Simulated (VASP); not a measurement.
Method: eigenvalue-self-consistent GW0 on PBE orbitals, VASP's PBE PAW potentials (set 64) (plane waves; VASP 6.6.1).

VASP ran on this input.

File POSCAR:
```
LiI
1
    0.0000000000     3.0100000000     3.0100000000
    3.0100000000     0.0000000000     3.0100000000
    3.0100000000     3.0100000000     0.0000000000
Li I
1 1
Direct
  0.0000000000   0.0000000000   0.0000000000
  0.5000000000   0.5000000000   0.5000000000
```

**INCAR**
```
SIGMA = 0.01   # width (eV)
NBANDSGW = 13
LASPH = .TRUE.   # aspherical one-centre terms
ISMEAR = 0
NOMEGA = 64
PREC = Normal
NBANDS = 160
LSPECTRALGW = .TRUE.
ENCUT = 500   # plane-wave cut-off (eV)
LWAVE = .FALSE.
NELMGW = 4
LREAL = .FALSE.   # projection in real space or not
GGA = PE   # PBE
ENCUTGW = 200
SYSTEM = LiI
LCHARG = .FALSE.
ALGO = EVGW0
```

File KPOINTS:
```
Automatic mesh
0
Gamma
4 4 4
0 0 0
```

POTCAR, in this order: Li_sv_GW I_GW (PBE.64 set). Program: vasp_std. Read from the step before: WAVECAR, WAVEDER.

The resulting files:

OSZICAR:
```
energies w=
    0.000    0.000    1.121    0.000    2.240    0.000    3.355    0.000
    4.463    0.000    5.562    0.000    6.651    0.000    7.729    0.000
    8.795    0.000    9.847    0.000   10.886    0.000   11.911    0.000
   12.923    0.000   13.921    0.000   14.907    0.000   15.882    0.000
   16.846    0.000   17.801    0.000   18.747    0.000   19.687    0.000
   20.622    0.000   21.553    0.000   22.483    0.000   23.413    0.000
   24.344    0.000   25.280    0.000   26.221    0.000   27.171    0.000
   28.132    0.000   29.106    0.000   30.096    0.000   31.105    0.000
   32.136    0.000   33.193    0.000   34.279    0.000   35.398    0.000
   36.556    0.000   37.757    0.000   39.007    0.000   40.313    0.000
   41.681    0.000   43.121    0.000   44.641    0.000   46.253    0.000
   47.969    0.000   49.805    0.000   51.778    0.000   53.907    0.000
   56.219    0.000   58.743    0.000   61.513    0.000   64.575    0.000
   67.983    0.000   71.803    0.000   76.122    0.000   81.050    0.000
   86.731    0.000   93.356    0.000  101.186    0.000  110.584    0.000
  122.074    0.000  136.436    0.000  154.887    0.000  179.440    0.000
NQ=   1    0.0000    0.0000    0.0000,
 performed        132000 updates of chi_q(r,r)
NQ=   2    0.2500    0.0000    0.0000,
 performed        414000 updates of chi_q(r,r)
NQ=   3    0.5000    0.0000    0.0000,
 performed        621000 updates of chi_q(r,r)
NQ=   4    0.2500    0.2500    0.0000,
 performed        874000 updates of chi_q(r,r)
NQ=   5    0.5000    0.2500    0.0000,
 performed       1222000 updates of chi_q(r,r)
NQ=   6   -0.2500    0.2500    0.0000,
 performed       1529000 updates of chi_q(r,r)
NQ=   7    0.5000    0.5000    0.0000,
 performed       1719000 updates of chi_q(r,r)
NQ=   8   -0.2500    0.5000    0.2500,
 performed       1976000 updates of chi_q(r,r)
 resolving degeneracies of screened two electron integrals
NQ=   1    0.0000    0.0000    0.0000,
 performed        132000 updates of chi_q(r,r)
NQ=   2    0.2500    0.0000    0.0000,
 performed        414000 updates of chi_q(r,r)
NQ=   3    0.5000    0.0000    0.0000,
 performed        621000 updates of chi_q(r,r)
NQ=   4    0.2500    0.2500    0.0000,
 performed        874000 updates of chi_q(r,r)
NQ=   5    0.5000    0.2500    0.0000,
 performed       1222000 updates of chi_q(r,r)
NQ=   6   -0.2500    0.2500    0.0000,
 performed       1529000 updates of chi_q(r,r)
NQ=   7    0.5000    0.5000    0.0000,
 performed       1719000 updates of chi_q(r,r)
NQ=   8   -0.2500    0.5000    0.2500,
 performed       1976000 updates of chi_q(r,r)
 resolving degeneracies of screened two electron integrals
NQ=   1    0.0000    0.0000    0.0000,
 performed        132000 updates of chi_q(r,r)
NQ=   2    0.2500    0.0000    0.0000,
 performed        414000 updates of chi_q(r,r)
NQ=   3    0.5000    0.0000    0.0000,
 performed        621000 updates of chi_q(r,r)
NQ=   4    0.2500    0.2500    0.0000,
 performed        874000 updates of chi_q(r,r)
NQ=   5    0.5000    0.2500    0.0000,
 performed       1222000 updates of chi_q(r,r)
NQ=   6   -0.2500    0.2500    0.0000,
 performed       1529000 updates of chi_q(r,r)
NQ=   7    0.5000    0.5000    0.0000,
 performed       1719000 updates of chi_q(r,r)
NQ=   8   -0.2500    0.5000    0.2500,
 performed       1976000 updates of chi_q(r,r)
 resolving degeneracies of screened two electron integrals
NQ=   1    0.0000    0.0000    0.0000,
 performed        132000 updates of chi_q(r,r)
NQ=   2    0.2500    0.0000    0.0000,
 performed        414000 updates of chi_q(r,r)
NQ=   3    0.5000    0.0000    0.0000,
 performed        621000 updates of chi_q(r,r)
NQ=   4    0.2500    0.2500    0.0000,
 performed        874000 updates of chi_q(r,r)
NQ=   5    0.5000    0.2500    0.0000,
 performed       1222000 updates of chi_q(r,r)
NQ=   6   -0.2500    0.2500    0.0000,
 performed       1529000 updates of chi_q(r,r)
NQ=   7    0.5000    0.5000    0.0000,
 performed       1719000 updates of chi_q(r,r)
NQ=   8   -0.2500    0.5000    0.2500,
 performed       1976000 updates of chi_q(r,r)
 resolving degeneracies of screened two electron integrals
```

OUTCAR:
```


 k-point   1 :       0.0000    0.0000    0.0000
  band No. old QP-enery  QP-energies   sigma(KS)   T+V_ion+V_H  V^pw_x(r,r')   Z            occupation Imag(sigma)

      1     -53.7311     -53.8501     -38.0361     -15.8511     -43.3152       0.7625       2.0000       0.2761
      2     -11.4262     -11.4426     -13.5998       2.1510     -18.9529       0.7252       2.0000       1.4608
      3       0.3557       0.3484     -12.9690      13.3155     -14.2480       0.7900       2.0000       0.1325
      4       0.3557       0.3484     -12.9690      13.3155     -14.2480       0.7900       2.0000       0.1325
      5       0.3557       0.3484     -12.9690      13.3155     -14.2480       0.7900       2.0000       0.1325
      6       6.7195       6.7201      -7.5850      14.3051      -4.0330       0.8088       0.0000      -0.1444
      7      10.7901      10.7897      -7.2434      18.0329      -3.3863       0.7955       0.0000      -0.1840
      8      10.7901      10.7897      -7.2434      18.0329      -3.3863       0.7955       0.0000      -0.1840
      9      10.7901      10.7897      -7.2434      18.0329      -3.3863       0.7955       0.0000      -0.1840
     10      12.1739      12.1773      -6.6941      18.8725      -2.0780       0.7614       0.0000      -0.3142
     11      12.1739      12.1773      -6.6941      18.8725      -2.0780       0.7614       0.0000      -0.3142
     12      12.1739      12.1773      -6.6941      18.8725      -2.0780       0.7614       0.0000      -0.3142
     13      13.3486      13.3496      -7.9436      21.2935      -3.6643       0.7747       0.0000      -0.2488

 k-point   2 :       0.2500    0.0000    0.0000
  band No. old QP-enery  QP-energies   sigma(KS)   T+V_ion+V_H  V^pw_x(r,r')   Z            occupation Imag(sigma)

      1     -53.7353     -53.8476     -38.0328     -15.8517     -43.3131       0.7524       2.0000       0.2764
      2     -11.1299     -11.1459     -13.6977       2.5462     -18.9709       0.7382       2.0000       1.4264
      3      -1.5316      -1.5405     -12.0102      10.4671     -13.7161       0.7734       2.0000       0.1777
      4       0.1925       0.1851     -12.9136      13.0968     -14.2260       0.7896       2.0000       0.1350
      5       0.1925       0.1851     -12.9136      13.0968     -14.2260       0.7896       2.0000       0.1350
      6       7.4786       7.4792      -7.2074      14.6868      -3.6244       0.8063       0.0000      -0.1493
      7       9.7132       9.7145      -6.9976      16.7125      -3.1089       0.7916       0.0000      -0.1869
      8       9.7132       9.7145      -6.9976      16.7125      -3.1089       0.7916       0.0000      -0.1869
      9      10.6880      10.6892      -8.0893      18.7788      -3.9809       0.7818       0.0000      -0.2158
     10      12.2976      12.3836      -7.3590      19.7665      -3.1597       0.7819       0.0000      -0.2418
     11      12.2976      12.3836      -7.3590      19.7665      -3.1597       0.7819       0.0000      -0.2418
     12      12.5767      12.4087      -6.7480      19.1046      -2.1382       0.7634       0.0000      -0.3321
     13      17.1306      17.1322      -7.8157      24.9483      -2.6950       0.7775       0.0000      -0.6736

 k-point   3 :       0.5000    0.0000    0.0000
  band No. old QP-enery  QP-energies   sigma(KS)   T+V_ion+V_H  V^pw_x(r,r')   Z            occupation Imag(sigma)

      1     -53.7341     -53.8474     -38.0330     -15.8512     -43.3131       0.7551       2.0000       0.2764
      2     -10.7895     -10.8047     -13.8368       3.0270     -19.0120       0.7451       2.0000       1.3716
      3      -2.9008      -2.9113     -11.6060       8.6913     -13.7777       0.7574       2.0000       0.2395
      4       0.0458       0.0382     -12.8884      12.9245     -14.2397       0.7872       2.0000       0.1379
      5       0.0458       0.0382     -12.8884      12.9245     -14.2397       0.7872       2.0000       0.1379
      6       6.9913       6.9917      -6.8669      13.8588      -3.4085       0.8118       0.0000      -0.1413
      7       8.7616       8.7626      -6.9060      15.6689      -3.2138       0.7977       0.0000      -0.1655
      8       8.7616       8.7626      -6.9060      15.6689      -3.2138       0.7977       0.0000      -0.1655
      9      12.2425      12.2456      -8.1879      20.4346      -3.4808       0.7525       0.0000      -0.3441
     10      13.7058      13.7080      -7.3641      21.0729      -2.6810       0.7647       0.0000      -0.3599
     11      15.7140      15.7147      -8.2272      23.9421      -3.4623       0.7668       0.0000      -0.3943
     12      15.7140      15.7147      -8.2272      23.9421      -3.4623       0.7668       0.0000      -0.3943
     13      16.4354      16.4378      -7.2359      23.6744      -2.3769       0.7730       0.0000      -0.5050

 k-point   4 :       0.2500    0.2500    0.0000
  band No. old QP-enery  QP-energies   sigma(KS)   T+V_ion+V_H  V^pw_x(r,r')   Z            occupation Imag(sigma)

      1     -53.7287     -53.8492     -38.0349     -15.8513     -43.3134       0.7654       2.0000       0.2760
      2     -11.0237     -11.0394     -13.7380       2.6931     -18.9825       0.7411       2.0000       1.4105
      3      -1.3702      -1.3790     -12.0394      10.6579     -13.6693       0.7753       2.0000       0.1702
      4      -0.3703      -0.3782     -12.5357      12.1552     -13.9729       0.7835       2.0000       0.1465
      5      -0.3703      -0.3782     -12.5357      12.1552     -13.9729       0.7835       2.0000       0.1465
      6       8.0842       8.0852      -7.5294      15.6149      -3.8698       0.7988       0.0000      -0.1629
      7       8.7268       8.7274      -6.7785      15.5060      -3.2017       0.8059       0.0000      -0.1550
      8       9.6699       9.6711      -7.7818      17.4532      -3.7866       0.7891       0.0000      -0.1923
      9      11.6245      11.6262      -7.4589      19.0856      -3.1457       0.7738       0.0000      -0.2517
     10      11.6245      11.6262      -7.4589      19.0856      -3.1457       0.7738       0.0000      -0.2517
     11      14.1447      14.1457      -8.1200      22.2660      -3.6050       0.7706       0.0000      -0.3389
     12      14.7747      14.7763      -7.2152      21.9920      -2.4653       0.7702       0.0000      -0.4249
     13      14.7747      14.7763      -7.2152      21.9920      -2.4653       0.7702       0.0000      -0.4249

 k-point   5 :       0.5000    0.2500    0.0000
  band No. old QP-enery  QP-energies   sigma(KS)   T+V_ion+V_H  V^pw_x(r,r')   Z            occupation Imag(sigma)

      1     -53.7322     -53.8483     -38.0334     -15.8509     -43.3128       0.7633       2.0000       0.2762
      2     -10.6705     -10.6850     -13.8921       3.2022     -19.0353       0.7509       2.0000       1.3468
      3      -2.4710      -2.4809     -11.6584       9.1745     -13.6704       0.7636       2.0000       0.2164
      4      -1.1585      -1.1669     -12.0521      10.8827     -13.6504       0.7778       2.0000       0.1646
      5      -0.5101      -0.5181     -12.4973      11.9769     -13.9685       0.7824       2.0000       0.1496
      6       7.5491       7.5499      -7.1780      14.7281      -3.6510       0.8031       0.0000      -0.1512
      7       9.3321       9.3329      -7.7882      17.1213      -4.0041       0.7940       0.0000      -0.1745
      8      10.4966      10.4981      -7.3630      17.8614      -3.3045       0.7842       0.0000      -0.2099
      9      10.6865      10.6877      -7.4289      18.1169      -3.3603       0.7862       0.0000      -0.2101
     10      13.1682      13.1707      -7.8517      21.0232      -3.0628       0.7532       0.0000      -0.3765
     11      15.7503      15.7524      -6.9006      22.6536      -2.0527       0.7726       0.0000      -0.5056
     12      15.9763      15.9775      -8.0229      24.0007      -3.1699       0.7676       0.0000      -0.4457
     13      17.0649      17.0662      -7.8563      24.9229      -2.8225       0.7729       0.0000      -0.5692

 k-point   6 :      -0.2500    0.2500    0.0000
  band No. old QP-enery  QP-energies   sigma(KS)   T+V_ion+V_H  V^pw_x(r,r')   Z            occupation Imag(sigma)

      1     -53.7373     -53.8461     -38.0312     -15.8516     -43.3120       0.7480       2.0000       0.2765
      2     -10.7934     -10.8087     -13.8336       3.0196     -19.0127       0.7433       2.0000       1.3711
      3      -2.1140      -2.1234     -11.8282       9.7019     -13.7175       0.7688       2.0000       0.1997
      4      -1.3159      -1.3245     -11.9642      10.6372     -13.6179       0.7768       2.0000       0.1708
      5       0.0195       0.0119     -12.8286      12.8384     -14.1715       0.7866       2.0000       0.1375
      6       8.0068       8.0077      -6.9087      14.9167      -3.2784       0.8044       0.0000      -0.1569
      7       9.4074       9.4087      -7.0534      16.4624      -3.1967       0.7912       0.0000      -0.1828
      8      10.2074      10.2087      -8.4266      18.6357      -4.3121       0.7791       0.0000      -0.2174
      9      10.1959      10.1967      -7.7931      17.9900      -3.8795       0.7913       0.0000      -0.1889
     10      12.7054      12.7058      -7.3842      20.0902      -3.1265       0.7803       0.0000      -0.2566
     11      14.0902      14.0935      -6.6456      20.7401      -1.8734       0.7623       0.0000      -0.4186
     12      14.9430      14.9449      -7.1414      22.0869      -2.3853       0.7687       0.0000      -0.4258
     13      17.0175      17.0187      -7.8522      24.8713      -2.8014       0.7734       0.0000      -0.5875

 k-point   7 :       0.5000    0.5000    0.0000
  band No. old QP-enery  QP-energies   sigma(KS)   T+V_ion+V_H  V^pw_x(r,r')   Z            occupation Imag(sigma)

      1     -53.7367     -53.8455     -38.0306     -15.8514     -43.3110       0.7490       2.0000       0.2764
      2     -10.5396     -10.5539     -13.9611       3.4026     -19.0653       0.7522       2.0000       1.3194
      3      -2.7892      -2.7995     -11.4781       8.6753     -13.5905       0.7583       2.0000       0.2325
...
```
(Selected blocks of OUTCAR.)

The mesh is coarse and the basis finite, so the quasiparticle values are not converged.

The compound is LiI in the rock salt structure. The cell was not relaxed at this level. The k-mesh is coarse (spacing up to 0.45 per Å, 2π included), so the numbers may not be converged in it.
